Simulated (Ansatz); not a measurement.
# B: from a guess to a relaxed structure

The task: take a trial cell of B to zero force and stress.

Program: Ansatz 0.2.0. Level of theory: DFT PBE, scalar-relativistic, plane waves, PAW. These are calculated values, not measurements.

**1. Starting point**

It takes space group Im-3m (No. 229, cubic). Conventional cell: a = 5.256 Å, b = 5.256 Å, c = 5.256 Å, α = 90.00°, β = 90.00°, γ = 90.00°. Around B (site symmetry 3m) lie 4 B at 1.59 to 1.71 Å.

Structure file:

```cif
data_structure
_symmetry_space_group_name_H-M 'Im-3m'
_symmetry_Int_Tables_number 229
_cell_length_a 5.2562
_cell_length_b 5.2562
_cell_length_c 5.2562
_cell_angle_alpha 90.000
_cell_angle_beta 90.000
_cell_angle_gamma 90.000
_cell_volume 145.21
loop_
_atom_site_label
_atom_site_type_symbol
_atom_site_symmetry_multiplicity
_atom_site_Wyckoff_symbol
_atom_site_fract_x
_atom_site_fract_y
_atom_site_fract_z
_atom_site_occupancy
B1 B 16 f 0.83735 0.16265 0.16265 1
```

The cell is invented: 4-connected net of one element (Im-3m, No. 229). The dimensions are guesses.

**2. A first look at the guess**

input.yaml

```yaml
crystal:
  lattice:
    - [-2.62808371, 2.62808371, 2.62808371]
    - [2.62808371, -2.62808371, 2.62808371]
    - [2.62808371, 2.62808371, -2.62808371]
  atoms:
    - { symbol: B, position: [0.32530695, 0.0, 0.0] }
    - { symbol: B, position: [0.67469305, 0.67469305, 0.67469305] }
    - { symbol: B, position: [0.0, 0.32530695, 0.0] }
    - { symbol: B, position: [0.0, 0.0, 0.32530695] }
    - { symbol: B, position: [0.0, 0.67469305, 0.0] }
    - { symbol: B, position: [0.32530695, 0.32530695, 0.32530695] }
    - { symbol: B, position: [0.67469305, 0.0, 0.0] }
    - { symbol: B, position: [0.0, 0.0, 0.67469305] }
basis:
  ecutwfc: 420
kpoints:
  mp_grid: { grid: [6, 6, 6] }
hamiltonian:
  xc: pbe
scf:
  occupations: { method: gaussian, width: 0.1 }
  lower_state_search: "off"
output:
  forces: true
  stress: true
  eigenvalues: true
```

Run with:

```
$ ansatz run input.yaml --threads 1 --pin off --max-ram 2048MiB --backend cpu --events-out ev --progress --plain --runs-dir out
```

Log (excerpt; [...] marks lines left out):

```text
Warning: RAYON_NUM_THREADS=1 ignored (pool sized by the plan → 1); use --threads N
[...]
Pseudopotentials: kind: paw
Pseudopotential: B, paw, valence charge 3, recommended cutoff 420 eV (normal), B.paw.azcp
Functional definition: PBE
[...]
Crystal: 8 atoms, lattice volume = 72.607 Å³
Basis set: ecut = 420 eV, 1433 PW (Γ), exchange–correlation on 64×64×64 points (8 copies of the dense FFT grid, shifted against one another)
Bands: 20, of which v1, the nominal top of the filled ones, is band 12 counted from 1 (11 counted from 0)
Symmetry: 48 space group operations
Space group: Im-3m (ITA 229), of the structure as read, at distance tolerance 4.2e-5 Å
k-points: 16 of 216
[...]
SCF iter   1: F=—  HF=-1240.025905 eV  |F-HF|=—  |Δ(HF+E_count)|=         —  Δρ=7.56e-3  dr2=2.87e-2  ethr=1.77e-3  ⟨swp⟩=5.7  Hψ=1761  notcnv=0
[...]
SCF iter   6: F=-1240.029186 eV  HF=-1240.029186 eV  |F-HF|=7.67e-10  |Δ(HF+E_count)|=   3.38e-7  Δρ=2.03e-6  dr2=3.64e-9  ethr=4.17e-10  ⟨swp⟩=7.4  Hψ=1456  notcnv=0
[...]
SCF converged after 6 iterations
Free energy (F): -1240.029186 eV
[...]
E sigma→0 (E₀):  -1240.027978 eV
Entropy (-TS):   -0.002415 eV (-0.302 meV/atom)
Fermi energy:    5.787741 eV
[...]
--- Forces (eV/Å), atoms counted from 1 ---
  atom   1  B     -0.27390684     0.27390684     0.27390684
  atom   2  B     -0.27390684    -0.27390684    -0.27390684
  atom   3  B      0.27390684    -0.27390684     0.27390684
  atom   4  B      0.27390684     0.27390684    -0.27390684
  atom   5  B     -0.27390684     0.27390684    -0.27390684
  atom   6  B      0.27390684     0.27390684     0.27390684
  atom   7  B      0.27390684    -0.27390684    -0.27390684
  atom   8  B     -0.27390684    -0.27390684     0.27390684
[...]
--- Stress (GPa, compression-positive) ---
       14.334311       0.000000       0.000000
        0.000000      14.334311       0.000000
       -0.000000       0.000000      14.334311
  P = ⅓ Tr σ = 14.3343 GPa (143.343 kbar)
--- Band table (eV; the first three rows and the last of 16) ---
  k-point 0: bands = ["-8.4660", "-1.5486", "-1.5486", "-1.5486", "-1.1905", "0.1286", "0.1286", "0.1286", "3.4762", "3.4762", "3.4762", "3.9913", "3.9913", "9.3803", "9.3803", "9.3803", "12.7253", "12.7253", "12.7253"]
[...]
```

It took 1.4 s on 1 thread of Arm Neoverse V1, shared host; peak memory 0.3 GiB.

The probe gives pressure 14.3 GPa, largest force 0.47 eV/Å, gap on this mesh none (metal). A cheap, loose relaxation comes first.

**3. Coarse relaxation**

Edit input.yaml of step 2 so:

```diff
@@ -27 +27,6 @@
   eigenvalues: true
+relax:
+  adjacent_minimum: "off"
+  f_tol: 0.04
+  max_steps: 70
+  cell: { stress_tol: 0.4 }
```

Run with:

```
$ ansatz run input.yaml --threads 1 --pin off --max-ram 2048MiB --backend cpu --events-out ev --progress --plain --runs-dir out
```

Log:

```text
Warning: RAYON_NUM_THREADS=1 ignored (pool sized by the plan → 1); use --threads N
Engine: ansatz 0.2.0, aarch64-unknown-linux-gnu
[... 3 set-up lines as earlier in the session ...]
  parameter kappa = 0.804
  parameter beta = 0.06672455060314922
  exchange = pbe_x(kappa = kappa, mu = beta*pi^2/3)
  correlation = pbe_c(beta = beta)
Crystal: 8 atoms, lattice volume = 72.607 Å³
Basis set: ecut = 420 eV, 1433 PW (Γ), exchange–correlation on 64×64×64 points (8 copies of the dense FFT grid, shifted against one another)
Bands: 20, of which v1, the nominal top of the filled ones, is band 12 counted from 1 (11 counted from 0)
[... 2 set-up lines as earlier in the session ...]
k-points: 16 of 216
Non-local potential: B, projectors of the file, l = 0: 2, l = 1: 2, l = 2: 1
PAW form: soft (Blöchl's): semilocal exchange-correlation on the pseudo side does not see the compensation charge
PAW one-centre angular grid: B, 110 points (default); XC on 64 Gauss nodes
Initial density: superposition of atomic densities (neutral atoms: chi_scale 0, normalization atom), corrected by the library's trained network
Initial wavefunctions: pseudopotential atomic-orbital guess
Functional: x = pbe(κ = 0.804, μ = 0.2195149727645171), c = pbe(β = 0.06672455060314922)
SCF iter   1: F=—  HF=-1240.025905 eV  |F-HF|=—  |Δ(HF+E_count)|=         —  Δρ=7.56e-3  dr2=2.87e-2  ethr=1.77e-3  ⟨swp⟩=5.7  Hψ=1761  notcnv=0
preconditioner: auto → none  [insulator: Δε(μ)=0.215 eV  Ē_g=10.158 eV  σ=0.100 eV  W_gap=0.84  n_scr=12 (ndim 8)  ℏωp=21.3 eV  f_vac=0.000  D(μ)=0.48/eV (n_scr^D=0)  ε∞_Penn≈5.4]
SCF iter   2: F=—  HF=-1240.027332 eV  |F-HF|=—  |Δ(HF+E_count)|=   1.43e-3  Δρ=3.49e-3  dr2=4.87e-3  ethr=1.20e-4  ⟨swp⟩=1.9  Hψ=598  notcnv=0  defer=2
SCF iter   3: F=—  HF=-1240.029103 eV  |F-HF|=—  |Δ(HF+E_count)|=   1.77e-3  Δρ=7.47e-4  dr2=4.21e-4  ethr=2.03e-5  ⟨swp⟩=2.3  Hψ=452  notcnv=0  defer=2
SCF iter   4: F=—  HF=-1240.029167 eV  |F-HF|=—  |Δ(HF+E_count)|=   6.38e-5  Δρ=1.23e-4  dr2=8.41e-6  ethr=1.76e-6  ⟨swp⟩=2.2  Hψ=465  notcnv=0  defer=2
SCF iter   5: F=—  HF=-1240.029186 eV  |F-HF|=—  |Δ(HF+E_count)|=   1.90e-5  Δρ=1.51e-5  dr2=1.34e-7  ethr=3.50e-8  ⟨swp⟩=2.1  Hψ=461  notcnv=0  defer=2
SCF iter   6: F=-1240.029186 eV  HF=-1240.029186 eV  |F-HF|=7.53e-10  |Δ(HF+E_count)|=   3.38e-7  Δρ=2.03e-6  dr2=3.63e-9  ethr=4.17e-10  ⟨swp⟩=8.6  Hψ=1583  notcnv=0
SCF 1 converged in 6 iterations: F = -1240.029186 eV  dr2 = 3.63e-9
relax step   1: F+E_penalty+E_count = -1240.02918592 eV  Δ(F+E_penalty+E_count) = +0.000e0 eV  max|allowed force component| = 2.739e-1 eV/Å  Δτ_max = 0.0000 Å  P = +14.334 GPa  Ω = 72.607 Å³  (6 SCF iters, dr2 threshold 1.00e-7 eV, accepted)
Crystal: 8 atoms, lattice volume = 75.784 Å³
Basis set: ecut = 420 eV, 1481 PW (Γ), exchange–correlation on 64×64×64 points (8 copies of the dense FFT grid, shifted against one another)
Initial density: handed on by an earlier stage of this run
Initial wavefunctions: those handed on with the density
iter 1 solved again at ethr=1.53e-4 eV; its pass at ethr=3.10e-3 eV (dr2=3.67e-2 eV) is discarded
SCF iter   1: F=—  HF=-1240.245372 eV  |F-HF|=—  |Δ(HF+E_count)|=         —  Δρ=5.20e-3  dr2=3.68e-2  ethr=1.53e-4  ⟨swp⟩=1.0  Hψ=1859  notcnv=0
preconditioner: auto → none  [insulator: Δε(μ)=0.153 eV  Ē_g=9.911 eV  σ=0.100 eV  W_gap=0.63  n_scr=12 (ndim 8)  ℏωp=20.9 eV  f_vac=0.002  D(μ)=0.92/eV (n_scr^D=0)  ε∞_Penn≈5.4]
SCF iter   2: F=—  HF=-1240.234193 eV  |F-HF|=—  |Δ(HF+E_count)|=   1.12e-2  Δρ=1.96e-3  dr2=4.09e-3  ethr=1.53e-4  ⟨swp⟩=2.2  Hψ=509  notcnv=0
SCF iter   3: F=—  HF=-1240.233399 eV  |F-HF|=—  |Δ(HF+E_count)|=   7.94e-4  Δρ=4.47e-4  dr2=2.52e-4  ethr=1.70e-5  ⟨swp⟩=2.7  Hψ=503  notcnv=0
SCF iter   4: F=—  HF=-1240.233402 eV  |F-HF|=—  |Δ(HF+E_count)|=   2.51e-6  Δρ=1.49e-4  dr2=1.12e-5  ethr=1.05e-6  ⟨swp⟩=2.3  Hψ=471  notcnv=0
iter 5 did not close the SCF: its close was put off for the readings that it lacked (scf_convergence_deferred on its scf_iter line)
SCF iter   5: F=-1240.233413 eV  HF=-1240.233413 eV  |F-HF|=1.08e-7  |Δ(HF+E_count)|=   1.18e-5  Δρ=8.74e-6  dr2=4.30e-8  ethr=4.67e-8  ⟨swp⟩=2.1  Hψ=485  notcnv=0
SCF iter   6: F=-1240.233413 eV  HF=-1240.233413 eV  |F-HF|=1.36e-9  |Δ(HF+E_count)|=   1.35e-7  Δρ=1.64e-6  dr2=1.06e-9  ethr=1.79e-10  ⟨swp⟩=3.1  Hψ=1319  notcnv=0
SCF 2 converged in 6 iterations: F = -1240.233413 eV  dr2 = 1.06e-9
relax step   2: F+E_penalty+E_count = -1240.23341343 eV  Δ(F+E_penalty+E_count) = -2.042e-1 eV  max|allowed force component| = 1.748e-1 eV/Å  Δτ_max = 0.0014 Å  P = +6.647 GPa  Ω = 75.784 Å³  energy of the carried Pulay correction = -5.679e-3 eV  (6 SCF iters, dr2 threshold 8.00e-7 eV, accepted)
Crystal: 8 atoms, lattice volume = 78.727 Å³
Basis set: ecut = 420 eV, 1505 PW (Γ), exchange–correlation on 64×64×64 points (8 copies of the dense FFT grid, shifted against one another)
iter 1 solved again at ethr=1.24e-4 eV; its pass at ethr=3.10e-3 eV (dr2=2.98e-2 eV) is discarded
SCF iter   1: F=—  HF=-1240.308081 eV  |F-HF|=—  |Δ(HF+E_count)|=         —  Δρ=4.32e-3  dr2=2.99e-2  ethr=1.24e-4  ⟨swp⟩=1.0  Hψ=1852  notcnv=0
preconditioner: auto → Kerker (q_TF=auto, 2.238 Å⁻¹)  [metal: Δε(μ)=0.122 eV  Ē_g=9.681 eV  σ=0.100 eV  W_gap=0.50  n_scr=12 (ndim 8)  ℏωp=20.5 eV  f_vac=0.002  D(μ)=1.34/eV (n_scr^D=12)]
SCF iter   2: F=—  HF=-1240.301717 eV  |F-HF|=—  |Δ(HF+E_count)|=   6.36e-3  Δρ=2.69e-3  dr2=1.30e-2  ethr=1.24e-4  ⟨swp⟩=1.0  Hψ=320  notcnv=0
preconditioner: auto → none  [insulator: Δε(μ)=0.124 eV  Ē_g=9.685 eV  σ=0.100 eV  W_gap=0.52  n_scr=12 (ndim 8)  ℏωp=20.5 eV  f_vac=0.002  D(μ)=1.37/eV (n_scr^D=12)  ε∞_Penn≈5.5]
SCF iter   3: F=—  HF=-1240.298245 eV  |F-HF|=—  |Δ(HF+E_count)|=   3.47e-3  Δρ=4.32e-4  dr2=1.46e-4  ethr=5.43e-5  ⟨swp⟩=2.8  Hψ=494  notcnv=0
SCF iter   4: F=—  HF=-1240.298457 eV  |F-HF|=—  |Δ(HF+E_count)|=   2.12e-4  Δρ=1.40e-4  dr2=2.85e-5  ethr=6.07e-7  ⟨swp⟩=2.0  Hψ=502  notcnv=0
iter 5 did not close the SCF: its close was put off for the readings that it lacked (scf_convergence_deferred on its scf_iter line)
SCF iter   5: F=-1240.298447 eV  HF=-1240.298447 eV  |F-HF|=1.55e-7  |Δ(HF+E_count)|=   1.06e-5  Δρ=1.79e-5  dr2=4.13e-7  ethr=1.19e-7  ⟨swp⟩=2.0  Hψ=467  notcnv=0
SCF iter   6: F=-1240.298447 eV  HF=-1240.298447 eV  |F-HF|=2.18e-8  |Δ(HF+E_count)|=   8.15e-8  Δρ=2.94e-6  dr2=4.56e-9  ethr=1.72e-9  ⟨swp⟩=4.1  Hψ=1475  notcnv=0
SCF 3 converged in 6 iterations: F = -1240.298447 eV  dr2 = 4.56e-9
relax step   3: F+E_penalty+E_count = -1240.29844677 eV  Δ(F+E_penalty+E_count) = -6.503e-2 eV  max|allowed force component| = 1.329e-2 eV/Å  Δτ_max = 0.0037 Å  P = +0.632 GPa  Ω = 78.727 Å³  energy of the carried Pulay correction = -1.073e-2 eV  (6 SCF iters, dr2 threshold 8.00e-7 eV, accepted)
Crystal: 8 atoms, lattice volume = 79.069 Å³
iter 1 solved again at ethr=1.47e-6 eV; its pass at ethr=3.10e-3 eV (dr2=3.52e-4 eV) is discarded
SCF iter   1: F=—  HF=-1240.298684 eV  |F-HF|=—  |Δ(HF+E_count)|=         —  Δρ=4.73e-4  dr2=3.42e-4  ethr=1.47e-6  ⟨swp⟩=1.0  Hψ=1518  notcnv=0
preconditioner: auto → none  [insulator: Δε(μ)=0.127 eV  Ē_g=9.660 eV  σ=0.100 eV  W_gap=0.56  n_scr=12 (ndim 8)  ℏωp=20.5 eV  f_vac=0.000  D(μ)=1.45/eV (n_scr^D=12)  ε∞_Penn≈5.5]
SCF iter   2: F=—  HF=-1240.298581 eV  |F-HF|=—  |Δ(HF+E_count)|=   1.03e-4  Δρ=1.78e-4  dr2=3.64e-5  ethr=1.42e-6  ⟨swp⟩=2.2  Hψ=506  notcnv=0
SCF iter   3: F=—  HF=-1240.298574 eV  |F-HF|=—  |Δ(HF+E_count)|=   7.03e-6  Δρ=4.39e-5  dr2=2.45e-6  ethr=1.52e-7  ⟨swp⟩=2.7  Hψ=501  notcnv=0
iter 4 did not close the SCF: its close was put off for the readings that it lacked (scf_convergence_deferred on its scf_iter line)
SCF iter   4: F=-1240.298574 eV  HF=-1240.298574 eV  |F-HF|=9.48e-8  |Δ(HF+E_count)|=   4.66e-8  Δρ=1.38e-5  dr2=9.91e-8  ethr=1.02e-8  ⟨swp⟩=2.5  Hψ=481  notcnv=0
iter 5 did not close the SCF: its close was put off for the readings that it lacked (scf_convergence_deferred on its scf_iter line)
SCF iter   5: F=-1240.298574 eV  HF=-1240.298574 eV  |F-HF|=1.18e-9  |Δ(HF+E_count)|=   1.08e-7  Δρ=8.31e-7  dr2=5.45e-10  ethr=4.13e-10  ⟨swp⟩=2.0  Hψ=475  notcnv=0
SCF iter   6: F=-1240.298574 eV  HF=-1240.298574 eV  |F-HF|=9.09e-12  |Δ(HF+E_count)|=   1.47e-9  Δρ=1.60e-7  dr2=1.16e-11  ethr=2.27e-12  ⟨swp⟩=1.6  Hψ=1091  notcnv=0
SCF 4 converged in 6 iterations: F = -1240.298574 eV  dr2 = 1.16e-11
relax step   4: F+E_penalty+E_count = -1240.29857417 eV  Δ(F+E_penalty+E_count) = -1.274e-4 eV  max|allowed force component| = 9.409e-4 eV/Å  Δτ_max = 0.0003 Å  P = -0.001 GPa  Ω = 79.069 Å³  energy of the carried Pulay correction = -1.130e-2 eV  (6 SCF iters, dr2 threshold 8.00e-7 eV, accepted)
Initial wavefunctions: pseudopotential atomic-orbital guess (no wavefunctions were taken with the density)
iter 1 solved again at ethr=1.22e-7 eV; its pass at ethr=3.10e-3 eV (dr2=2.92e-5 eV) is discarded
SCF iter   1: F=—  HF=-1240.313567 eV  |F-HF|=—  |Δ(HF+E_count)|=         —  Δρ=2.69e-4  dr2=6.15e-6  ethr=1.22e-7  ⟨swp⟩=3.2  Hψ=2602  notcnv=0
preconditioner: auto → none  [insulator: Δε(μ)=0.128 eV  Ē_g=9.661 eV  σ=0.100 eV  W_gap=0.57  n_scr=12 (ndim 8)  ℏωp=20.5 eV  f_vac=0.000  D(μ)=1.45/eV (n_scr^D=12)  ε∞_Penn≈5.5]
SCF iter   2: F=—  HF=-1240.313612 eV  |F-HF|=—  |Δ(HF+E_count)|=   4.53e-5  Δρ=1.38e-4  dr2=1.58e-6  ethr=2.56e-8  ⟨swp⟩=2.8  Hψ=532  notcnv=0
SCF iter   3: F=—  HF=-1240.313628 eV  |F-HF|=—  |Δ(HF+E_count)|=   1.62e-5  Δρ=5.74e-6  dr2=3.34e-8  ethr=6.57e-9  ⟨swp⟩=2.0  Hψ=514  notcnv=0
iter 4 did not close the SCF: its close was put off for the readings that it lacked (scf_convergence_deferred on its scf_iter line)
SCF iter   4: F=-1240.313628 eV  HF=-1240.313628 eV  |F-HF|=1.95e-10  |Δ(HF+E_count)|=  6.05e-10  Δρ=1.57e-6  dr2=1.75e-9  ethr=1.39e-10  ⟨swp⟩=2.1  Hψ=492  notcnv=0
iter 5 did not close the SCF: its close was put off for the readings that it lacked (scf_convergence_deferred on its scf_iter line)
SCF iter   5: F=-1240.313628 eV  HF=-1240.313628 eV  |F-HF|=5.00e-11  |Δ(HF+E_count)|=  4.26e-10  Δρ=3.15e-7  dr2=3.92e-11  ethr=7.30e-12  ⟨swp⟩=2.5  Hψ=488  notcnv=0
SCF iter   6: F=-1240.313628 eV  HF=-1240.313628 eV  |F-HF|=2.96e-12  |Δ(HF+E_count)|=  6.23e-11  Δρ=4.24e-8  dr2=4.62e-13  ethr=1.00e-12  ⟨swp⟩=2.5  Hψ=1027  notcnv=0
SCF 5 converged in 6 iterations: F = -1240.313628 eV  dr2 = 4.62e-13
relax step   5: F+E_penalty+E_count = -1240.31362835 eV  Δ(F+E_penalty+E_count) = -1.505e-2 eV  max|allowed force component| = 2.682e-3 eV/Å  Δτ_max = 0.0000 Å  P = +0.190 GPa  Ω = 79.069 Å³  stress off target by 1.90e-1 GPa  SCF on the basis re-selected at this cell (its energy is not comparable with the rows above)  (6 SCF iters)
basis re-selected at this cell: Δ(F+E_penalty+E_count) = -1.505e-2 eV, ΔP = +0.191 GPa vs the last step (what re-selecting the basis moved, of the pressure what is left beyond the Pulay correction that the steps carried, after the strain that the cell walked since its last selection, with what the two solves' SCF thresholds leave and, on support functions, any second-order correction that the steps lacked; it is no measure of the basis error at this ecutwfc). This SCF's stress stands 1.90e-1 GPa from its target on what of the cell is left free (relax.cell.stress_tol is 4.00e-1 GPa) and its largest allowed force component is 2.68e-3 eV/Å (relax.f_tol is 4.00e-2 eV/Å): within both
SCF converged after 6 iterations
Free energy (F): -1240.313628 eV
Harris-Foulkes:  -1240.313628 eV  (|F-HF|=2.96e-12)
Internal energy: -1240.306366 eV  (E = F + TS)
E sigma→0 (E₀):  -1240.309997 eV
Entropy (-TS):   -0.007263 eV (-0.908 meV/atom)
Fermi energy:    4.923941 eV
--- Per-component energies (eV) ---
  E_band       = -7.715258
  E_kinetic    = 371.523025
  E_local      = -376.105225  (includes V_loc(G=0)·N_el)
  E_nonlocal   = 100.541354
  E_hartree    = 106.438510
  E_xc         = -249.575577
  E_vxc        = -294.921966  (∫ρ·V_xc dr)
  E_paw        = -629.030601  (= ΣΔE_a)
  E_vpaw       = -21.629448  (= ΣTr[D̂ρ^β])
  E_aug_tail   = -0.000021  (compensation charges beyond the density's cutoff)
  E_ewald      = -564.097830
  E_smearing   = -0.007263  (= −TS)
  E_closure    = -0.000000  (closes the sum)
  Σ components = -1240.313628   (vs F -1240.313628, Δ=0.00e0)
--- Forces (eV/Å), atoms counted from 1 ---
  atom   1  B      0.00268156    -0.00268156    -0.00268156
  atom   2  B      0.00268156     0.00268156     0.00268156
  atom   3  B     -0.00268156     0.00268156    -0.00268156
  atom   4  B     -0.00268156    -0.00268156     0.00268156
  atom   5  B      0.00268156    -0.00268156     0.00268156
  atom   6  B     -0.00268156    -0.00268156    -0.00268156
  atom   7  B     -0.00268156     0.00268156     0.00268156
  atom   8  B      0.00268156     0.00268156    -0.00268156
  max |Σ_I F_I| component: 2.43e-17 eV/Å
--- Stress (GPa, compression-positive) ---
        0.190130       0.000000      -0.000000
        0.000000       0.190130       0.000000
       -0.000000       0.000000       0.190130
  P = ⅓ Tr σ = 0.1901 GPa (1.901 kbar)
--- Band table (eV; the first three rows and the last of 16) ---
  k-point 0: bands = ["-8.5491", "-1.9998", "-1.9998", "-1.9998", "-1.4644", "-0.6626", "-0.6626", "-0.6626", "2.8946", "2.8946", "2.8946", "3.4714", "3.4714", "8.2960", "8.2960", "8.2960", "11.4742", "11.4742", "11.4742", "13.9938"]
  k-point 1: bands = ["-8.4136", "-3.1638", "-2.4500", "-1.9492", "-1.1247", "-0.8613", "0.1142", "0.1620", "2.1799", "2.4730", "3.3989", "3.8275", "4.5894", "7.5638", "7.8643", "8.0443", "10.9373", "11.0219", "11.6953", "14.3456"]
  k-point 2: bands = ["-8.0824", "-4.3334", "-2.9360", "-1.8461", "-1.3148", "-1.1771", "1.3759", "1.5044", "2.0916", "2.0939", "3.9492", "4.5483", "5.6032", "5.9994", "6.8218", "7.3419", "10.8367", "11.3588", "12.2115", "14.1516"]
  k-point 15: bands = ["-7.3803", "-4.1488", "-4.1488", "-4.1488", "-0.4804", "-0.4804", "1.9111", "2.7546", "2.7546", "2.7546", "3.3992", "3.3992", "3.3992", "8.2745", "8.2745", "8.2745", "10.8513", "12.9535", "12.9535", "12.9535"]
--- Relaxed structure (4 steps of the walk, 4 accepted, 1 SCFs on fresh bases) ---
  F+E_penalty+E_count = -1240.31362835 eV   max|allowed force component| = 2.682e-3 eV/Å   (the final SCF, on the basis selected at the relaxed cell)
  cell:  # Å, volume = 79.0690 Å³
    - [-2.7038466035612205, 2.7038466035612205, 2.7038466035612205]
    - [2.7038466035612205, -2.7038466035612205, 2.7038466035612205]
    - [2.7038466035612205, 2.7038466035612205, -2.7038466035612205]
  atoms:
    - { symbol: B, position: [0.32649461978159766, 0.0, 0.0] }
    - { symbol: B, position: [0.6735053802184024, 0.6735053802184024, 0.6735053802184024] }
    - { symbol: B, position: [0.0, 0.32649461978159766, 0.0] }
    - { symbol: B, position: [0.0, 0.0, 0.32649461978159766] }
    - { symbol: B, position: [0.0, 0.6735053802184024, 0.0] }
    - { symbol: B, position: [0.32649461978159766, 0.32649461978159766, 0.32649461978159766] }
    - { symbol: B, position: [0.6735053802184024, 0.0, 0.0] }
    - { symbol: B, position: [0.0, 0.0, 0.6735053802184024] }
```

Wall time 8.2 s (1 thread of Arm Neoverse V1, shared host); peak memory 0.32 GiB.

The steps of the relaxation:

```
step  E - E(step 1) (eV/cell)  largest force component (eV/Å)  pressure (GPa)  volume (Å³)
   1                   0.0000                          0.2739           14.33        72.61
   2                  -0.2042                          0.1748            6.65        75.78
   3                  -0.2693                          0.0133            0.63        78.73
   4                  -0.2694                          0.0009            0.00        79.07
   5                  -0.2844                          0.0027            0.19        79.07
```

Step 1 is the start. Step 5 repeats the geometry before it on a plane-wave basis chosen anew for that cell, so its energy need not be comparable with the rows above.

Lengths and angles in the start's conventional setting:

|  | before | after | change |
| --- | --- | --- | --- |
| a (Å) | 5.256 | 5.408 | +2.9 % |
| b (Å) | 5.256 | 5.408 | +2.9 % |
| c (Å) | 5.256 | 5.408 | +2.9 % |
| volume (Å³/atom) | 9.08 | 9.88 | +8.9 % |
| shortest distance (Å) | 1.590 | 1.625 | +2.2 % |
| space group (0.01 Å) | Im-3m | Im-3m | same |

Forces and stress were held to the start's 48 operations: a distortion of lower symmetry was not tested.

[end of part 1 of 2]
